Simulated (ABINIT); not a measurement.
# BAs (F-43m) in ABINIT: further runs

Runs on BAs. Level: PBE. Tasks: relaxation of cell and atoms, single point.

Program: ABINIT 10.8.3 (patched build). These are calculated values, not measurements. Logs are shortened: lines on timing, memory, paths and dates and some standing lists are left out, and cuts for length are marked. The log counts tension as positive stress, the text compression.

**1. The structure**

Symmetry: F-43m, No. 216, cubic system. The conventional cell has a = 4.777 Å, b = 4.777 Å, c = 4.777 Å, α = 90.00°, β = 90.00°, γ = 90.00°. As (site symmetry -43m) has 4 B at 2.07 Å as nearest neighbours. B (site symmetry -43m) is surrounded by 4 As at 2.07 Å.

**2. Relaxation of cell and atoms, PBE**

Contents of run.abi:

```
# Pseudopotentials
pp_dirpath "./"
pseudos "As.upf, B.upf"

# Structure
acell 3*1.0 Angstrom
rprim
     0.0000000000     2.3885000000     2.3885000000
     2.3885000000     0.0000000000     2.3885000000
     2.3885000000     2.3885000000     0.0000000000
ntypat 2
znucl 33 5
natom 2
typat 1 2
chkprim 0
chksymtnons 0
tolsym 1.0e-6
xred
            3/4            3/4            3/4
            0.0            0.0            0.0

# Plane-wave basis
ecut 42.0
ecutsm 0.5

# k points
kptopt 1
ngkpt 8 8 8
nshiftk 1
shiftk 0.0 0.0 0.0

# Exchange and correlation
ixc 11

# Bands and occupations
nband 13
occopt 3
tsmear 0.05 eV

# SCF cycle
nstep 80
tolvrs 1.0e-12

# Output
iomode 3
prteig 0
prtebands 0
prtwf 0
prtden 0

# Relaxation
ionmov 2
optcell 2
ntime 50
tolmxf 2.0e-5
dilatmx 1.08
```

Potentials or basis: PseudoDojo NC SR PBE v0.4.1 standard.

Started as:

```console
> mpirun --bind-to none -np 4 abinit run.abi > log 2>&1
```

run.abo:

```text
.Version 10.8.3 of ABINIT
 Symmetries : space group F-4 3 m (#216); Bravais cF (face-center cubic)
================================================================================
 Values of the parameters that define the memory need of the present run
     intxc =       0    ionmov =       2      iscf =       7    lmnmax =       6
     lnmax =       6     mgfft =      45  mpssoang =       3    mqgrid =    3001
     natom =       2  nloc_mem =       1    nspden =       1   nspinor =       1
    nsppol =       1      nsym =      24    n1xccc =    2501    ntypat =       2
    occopt =       3   xclevel =       2
       mpw =        3032          nfft =       91125          nkpt =          29
================================================================================
================================================================================

--------------------------------------------------------------------------------
------------- Echo of variables that govern the present computation ------------
--------------------------------------------------------------------------------
 -outvars: echo values of preprocessed input variables --------
            acell      1.8897261259E+00  1.8897261259E+00  1.8897261259E+00 Bohr
              amu      7.49215900E+01  1.08110000E+01
          chkprim           0
      chksymtnons           0
          dilatmx      1.08000000E+00
             ecut      4.20000000E+01 Hartree
           ecutsm      5.00000000E-01 Hartree
           ionmov           2
              ixc          11
         kptrlatt        8    0    0      0    8    0      0    0    8
          kptrlen      5.10656775E+01
            natom           2
            nband          13
            ngfft          45      45      45
             nkpt          29
            nstep          80
             nsym          24
            ntime          50
           ntypat           2
           occopt           3
          optcell           2
           prtden           0
        prtebands           0
           prteig           0
            prtwf           0
            rprim      0.0000000000E+00  2.3885000000E+00  2.3885000000E+00
                       2.3885000000E+00  0.0000000000E+00  2.3885000000E+00
                       2.3885000000E+00  2.3885000000E+00  0.0000000000E+00
          spgroup         216
           tolmxf      2.00000000E-05
           tolsym      1.00000000E-06
           tolvrs      1.00000000E-12
           tsmear      1.83746611E-03 Hartree
            typat      1  2
           xangst      3.5827500000E+00  3.5827500000E+00  3.5827500000E+00
                       0.0000000000E+00  0.0000000000E+00  0.0000000000E+00
            xcart      6.7704162776E+00  6.7704162776E+00  6.7704162776E+00
                       0.0000000000E+00  0.0000000000E+00  0.0000000000E+00
             xred      7.5000000000E-01  7.5000000000E-01  7.5000000000E-01
                       0.0000000000E+00  0.0000000000E+00  0.0000000000E+00
            znucl       33.00000    5.00000

================================================================================

 chkinp: Checking input parameters for consistency.

================================================================================
== DATASET  1 ==================================================================

--- !DatasetInfo
iteration_state: {dtset: 1, }
dimensions: {natom: 2, nkpt: 29, mband: 13, nsppol: 1, nspinor: 1, nspden: 1, mpw: 3032, }
cutoff_energies: {ecut:  42.0, pawecutdg:  -1.0, }
electrons: {nelect:   1.80000000E+01, charge:   0.00000000E+00, occopt:   3.00000000E+00, tsmear:   1.83746611E-03, }
meta: {optdriver: 0, ionmov: 2, optcell: 2, iscf: 7, paral_kgb: 0, }
...

 Exchange-correlation functional for the present dataset will be:
  GGA: Perdew-Burke-Ernzerhof functional - ixc=11
  J.P.Perdew, K.Burke, M.Ernzerhof, PRL 77, 3865 (1996)

 Real(R)+Recip(G) space primitive vectors, cartesian coordinates (Bohr,Bohr^-1):
 R(1)=  0.0000000  4.5136109  4.5136109  G(1)= -0.1107761  0.1107761  0.1107761
 R(2)=  4.5136109  0.0000000  4.5136109  G(2)=  0.1107761 -0.1107761  0.1107761
 R(3)=  4.5136109  4.5136109  0.0000000  G(3)=  0.1107761  0.1107761 -0.1107761
 Unit cell volume ucvol=  1.8390873E+02 bohr^3
 Angles (23,13,12)=  6.00000000E+01  6.00000000E+01  6.00000000E+01 degrees

 getcut: wavevector=  0.0000  0.0000  0.0000  ngfft=  45  45  45
         ecut(hartree)=     48.989   => boxcut(ratio)=   2.18776

--- Pseudopotential description ------------------------------------------------
- pspini: atom type   1  psp file is ./As.upf
  33.00000  15.00000  171031                  znucl, zion, pspdat
12 -101130 2 -1 1358                          pspcod,pspxc,lmax,lloc,mmax
     nproj     2     2     2

- pspini: atom type   2  psp file is ./B.upf
   5.00000   3.00000  171031                  znucl, zion, pspdat
12 -101130 1 -1 1534                          pspcod,pspxc,lmax,lloc,mmax
     nproj     2     2     0

   5.81353049E+02                                ecore*ucvol(ha*bohr**3)
--------------------------------------------------------------------------------

================================================================================

=== [ionmov= 2] Broyden-Fletcher-Goldfarb-Shanno method (forces)
================================================================================

--- Iteration: ( 1/50) Internal Cycle: (1/1)
--------------------------------------------------------------------------------

---SELF-CONSISTENT-FIELD CONVERGENCE--------------------------------------------

--- !BeginCycle
iteration_state: {dtset: 1, itime: 1, icycle: 1, }
solver: {iscf: 7, nstep: 80, nline: 4, wfoptalg: 0, }
tolerances: {tolvrs: 1.00E-12, }
...

     iter   Etot(hartree)      deltaE(h)  residm     vres2
 ETOT  1  -107.87204019259    -1.079E+02 1.528E+00 3.728E+02
 ETOT  2  -108.98943334360    -1.117E+00 4.969E-02 2.261E+02
 ETOT  3  -109.00847420262    -1.904E-02 3.507E-03 1.012E+01
 ETOT  4  -109.00926929231    -7.951E-04 2.023E-03 8.312E-01
 ETOT  5  -109.00935613914    -8.685E-05 3.260E-04 4.625E-02
 ETOT  6  -109.00936031850    -4.179E-06 4.446E-04 3.518E-03
 ETOT  7  -109.00936062392    -3.054E-07 7.021E-05 8.903E-06
 ETOT  8  -109.00936062449    -5.728E-10 9.608E-05 6.702E-07
 ETOT  9  -109.00936062455    -5.967E-11 1.540E-05 2.110E-08
 ETOT 10  -109.00936062455     6.963E-13 2.141E-05 3.317E-11
 ETOT 11  -109.00936062455    -1.748E-12 3.459E-06 1.234E-13
[... 345 lines left out ...]
 Gradient of E wrt nuclear positions in reduced coordinates (gred)
  0.00000000000000E+00  0.00000000000000E+00  0.00000000000000E+00
  0.00000000000000E+00  0.00000000000000E+00  0.00000000000000E+00
 Scale of Primitive Cell (acell) [bohr]
  6.42617245012447E+00  6.42617245012446E+00  6.42617245012447E+00
 Real space primitive translations (rprimd) [bohr]
  0.00000000000000E+00  4.54399011655718E+00  4.54399011655718E+00
  4.54399011655718E+00  0.00000000000000E+00  4.54399011655718E+00
  4.54399011655718E+00  4.54399011655718E+00  0.00000000000000E+00
 Unitary Cell Volume (ucvol) [Bohr^3]=  1.87647217934494E+02
 Angles (23,13,12)= [degrees]
  6.00000000000000E+01  6.00000000000000E+01  6.00000000000000E+01
 Lengths [Bohr]
  6.42617245012447E+00  6.42617245012446E+00  6.42617245012447E+00
 Stress tensor in cartesian coordinates (strten) [Ha/bohr^3]
 -1.73233677298879E-08  0.00000000000000E+00  0.00000000000000E+00
  0.00000000000000E+00 -1.73233677333573E-08  0.00000000000000E+00
  0.00000000000000E+00  0.00000000000000E+00 -1.73233677368267E-08
 Total energy (etotal) [Ha]= -1.09009532822629E+02

 Difference of energy with previous step (new-old):
           Absolute (Ha)=-3.02777E-08
           Relative     =-2.77753E-10

 At Broyd/MD step   4, gradients are converged :
  max grad (force/stress) = 1.7323E-06 < tolmxf= 2.0000E-05 ha/bohr (free atoms)

================================================================================

 ----iterations are completed or convergence reached----

 Mean square residual over all n,k,spin=   13.938E-14; max=  26.788E-12
 reduced coordinates (array xred) for    2 atoms
       0.750000000000      0.750000000000      0.750000000000
      -0.000000000000     -0.000000000000      0.000000000000
 rms dE/dt=  0.0000E+00; max dE/dt=  0.0000E+00; dE/dt below (all hartree)
    1       0.000000000000      0.000000000000      0.000000000000
    2       0.000000000000      0.000000000000      0.000000000000

 cartesian coordinates (angstrom) at end:
    1      3.60686402192885     3.60686402192885     3.60686402192885
    2      0.00000000000000     0.00000000000000    -0.00000000000000

 cartesian forces (hartree/bohr) at end:
    1     -0.00000000000000    -0.00000000000000    -0.00000000000000
    2     -0.00000000000000    -0.00000000000000    -0.00000000000000
 frms,max,avg= 0.0000000E+00 0.0000000E+00   0.000E+00  0.000E+00  0.000E+00 h/b

 cartesian forces (eV/Angstrom) at end:
    1     -0.00000000000000    -0.00000000000000    -0.00000000000000
    2     -0.00000000000000    -0.00000000000000    -0.00000000000000
 frms,max,avg= 0.0000000E+00 0.0000000E+00   0.000E+00  0.000E+00  0.000E+00 e/A
 length scales=  6.426172450124  6.426172450124  6.426172450124 bohr
              =  3.400584011632  3.400584011632  3.400584011632 angstroms
 Fermi (or HOMO) energy (hartree) =   0.25478   Average Vxc (hartree)=  -0.40806
 Eigenvalues (hartree) for nkpt=  29  k points:
 kpt#   1, nband= 13, wtk=  0.00195, kpt=  0.0000  0.0000  0.0000 (reduced coord)
  -1.08568   -1.08568   -1.08568   -1.08504   -1.08504   -0.32628    0.23288    0.23288
   0.23288    0.35292    0.35292    0.35292    0.39579
      occupation numbers for kpt#   1
   2.00000    2.00000    2.00000    2.00000    2.00000    2.00000    1.99999    1.99999
   1.99999    0.00000    0.00000    0.00000    0.00000
 prteigrs : prtvol=0 or 1, do not print more k-points.

--- !EnergyTerms
iteration_state     : {dtset: 1, itime: 4, icycle: 1, }
comment             : Components of total free energy in Hartree
kinetic             :  7.82725899901986E+01
hartree             :  3.07285682810483E+01
xc                  : -2.49961300228402E+01
Ewald energy        : -6.29970539808692E+01
psp_core            :  3.09811706913132E+00
local_psp           : -8.08019314593661E+01
non_local_psp       : -5.23136926961229E+01
internal            : -1.09009532818820E+02
'-kT*entropy'       : -3.80851323337036E-09
total_energy        : -1.09009532822629E+02
total_energy_eV     : -2.96630050213049E+03
band_energy         : -1.08961388339330E+01
...

 Cartesian components of stress tensor (hartree/bohr^3)
  sigma(1 1)= -1.73233677E-08  sigma(3 2)=  0.00000000E+00
  sigma(2 2)= -1.73233677E-08  sigma(3 1)=  0.00000000E+00
  sigma(3 3)= -1.73233677E-08  sigma(2 1)=  0.00000000E+00

-Cartesian components of stress tensor (GPa)         [Pressure=  5.0967E-04 GPa]
- sigma(1 1)= -5.09671075E-04  sigma(3 2)=  0.00000000E+00
- sigma(2 2)= -5.09671075E-04  sigma(3 1)=  0.00000000E+00
- sigma(3 3)= -5.09671075E-04  sigma(2 1)=  0.00000000E+00

== END DATASET(S) ==============================================================
================================================================================

 -outvars: echo values of variables after computation  --------
            acell      6.4261724501E+00  6.4261724501E+00  6.4261724501E+00 Bohr
           etotal     -1.0900953282E+02
            fcart     -0.0000000000E+00 -0.0000000000E+00 -0.0000000000E+00
                      -0.0000000000E+00 -0.0000000000E+00 -0.0000000000E+00
            rprim      0.0000000000E+00  7.0710678119E-01  7.0710678119E-01
                       7.0710678119E-01  0.0000000000E+00  7.0710678119E-01
                       7.0710678119E-01  7.0710678119E-01  0.0000000000E+00
           strten     -1.7323367730E-08 -1.7323367733E-08 -1.7323367737E-08
                       0.0000000000E+00  0.0000000000E+00  0.0000000000E+00
           xangst      3.6068640219E+00  3.6068640219E+00  3.6068640219E+00
                       8.7552671310E-29  8.7552671310E-29 -2.6265801393E-28
             xred      7.5000000000E-01  7.5000000000E-01  7.5000000000E-01
                      -5.4616284188E-29 -5.4616284188E-29  9.1027140313E-29
 Calculation completed.
```

It took 50 s on 4 MPI ranks of Arm Neoverse V1, shared host; peak memory 0.36 GiB.

Results:

```
Free energy                            : -2966.3005 eV
Relaxed volume                         : 13.90 Å³/atom
Relaxed cell                           : a = 3.401 Å, b = 3.401 Å, c = 3.401 Å, α = 60.00°, β = 60.00°, γ = 60.00°
Space group after relaxing (to 0.05 Å) : F-43m (No. 216)
Energy gained by relaxing              : 2.3 meV/atom
Ionic steps                            : 4
Pressure after relaxing                : 0.0 GPa
Band gap on the k mesh                 : 1.23 eV, indirect (least direct gap 3.27 eV)
```

Step by step:
| step | energy change (eV) | largest force (eV/Å) | pressure (GPa) | volume (Å³) |
| --- | --- | --- | --- | --- |
| 1 | 0.0000 | 0.0000 | 2.76 | 27.25 |
| 2 | -0.0031 | 0.0000 | 1.58 | 27.48 |
| 3 | -0.0047 | 0.0000 | 0.04 | 27.80 |
| 4 | -0.0047 | 0.0000 | 0.00 | 27.81 |

Final structure:
```
CELL_PARAMETERS angstrom
0.00000 2.40458 2.40458
2.40458 0.00000 2.40458
2.40458 2.40458 0.00000
ATOMIC_POSITIONS crystal
As 0.75000 0.75000 0.75000
B 0.00000 0.00000 0.00000
```

A k mesh can miss the band edges. Zero-point motion and thermal expansion aren't in these numbers.

**3. Single point, PBE (cell relaxed)**

Contents of run.abi:

```
# Pseudopotentials
pp_dirpath "./"
pseudos "As.upf, B.upf"

# Structure
acell 3*1.0
rprim
     0.0000000000     4.5439901236     4.5439901236
     4.5439901236     0.0000000000     4.5439901236
     4.5439901236     4.5439901236     0.0000000000
ntypat 2
znucl 33 5
natom 2
typat 1 2
xred
     0.7500000000     0.7500000000     0.7500000000
     0.0000000000     0.0000000000     0.0000000000
chkprim 0
chksymtnons 0
tolsym 1.0e-6

# Plane-wave basis
ecut 42.0

# k points
kptopt 1
ngkpt 8 8 8
nshiftk 1
shiftk 0.0 0.0 0.0

# Exchange and correlation
ixc 11

# Bands and occupations
nband 13
occopt 3
tsmear 0.00183747

# SCF cycle
nstep 100
tolvrs 1.0e-10

# Output
iomode 3
prtwf 0
prtden 0
prteig 0
prtebands 0
enunit 2
```

Potentials or basis: PseudoDojo NC SR PBE v0.4.1 standard.

Started as:

```console
> mpirun --bind-to none -np 4 abinit run.abi > log 2>&1
```

It took 10 s on 4 MPI ranks of Arm Neoverse V1, shared host; peak memory 0.28 GiB.

The run converged. Its results:

```
Free energy                                           : -2966.3005 eV
Pressure                                              : 0.0 GPa
Band gap on the k mesh                                : 1.23 eV, indirect (least direct gap 3.27 eV)
Valence electrons inside the program's atomic spheres : As 12.42; B 2.50
```

Levels at points of the mesh, in eV from the valence-band top:
```
           k point  band 7  band 8  band 9  band 10  band 11  band 12
(0.00, 0.00, 0.00)    0.00    0.00    0.00     3.27     3.27     3.27
(0.50, 0.00, 0.00)   -8.63   -1.78   -1.78     2.58     4.78     4.78
(0.50, 0.50, 0.00)   -8.40   -3.99   -3.99     1.48     1.48    11.20
```

A k mesh can miss the band edges.
